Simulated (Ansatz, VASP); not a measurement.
# BiTe in VASP and in Ansatz

```xyz
4
Lattice="3.9133 0.0000 0.0000 0.0000 3.9133 0.0000 0.0000 0.0000 7.8266" Properties=species:S:1:pos:R:3 pbc="T T T"
Bi    0.0000    0.0000    0.0000
Bi    0.0000    0.0000    3.9133
Te    1.9567    1.9567    1.9567
Te    1.9567    1.9567    5.8700
```

Alike in both runs: task single point; functional PBE; k mesh 6 × 6 × 3; occupations gaussian, width 0.05 eV; no spin polarisation.

|  | VASP | Ansatz |
| --- | --- | --- |
| version | VASP 6.6.1 | Ansatz 0.2.0 |
| potentials or method | VASP PAW PBE potentials, release 64 (Bi_d, Te) | scalar-relativistic, plane waves, PAW |
| plane-wave cutoff (eV) | 520 | 420 |
| valence electrons in the cell | 42 | 62 |

|  | VASP | Ansatz | Ansatz less VASP |
| --- | --- | --- | --- |
| gap on the k mesh at the Fermi level (eV) | none | none | - |
| pressure (GPa) | 0.3 | 0.4 | +0.05 |

A gap of «none» marks a metal or a gap that the smearing closes. The two sets of potentials don't hold the same shells in valence.

Caveats: spin-orbit coupling is left out, which moves the levels of the heavy elements.
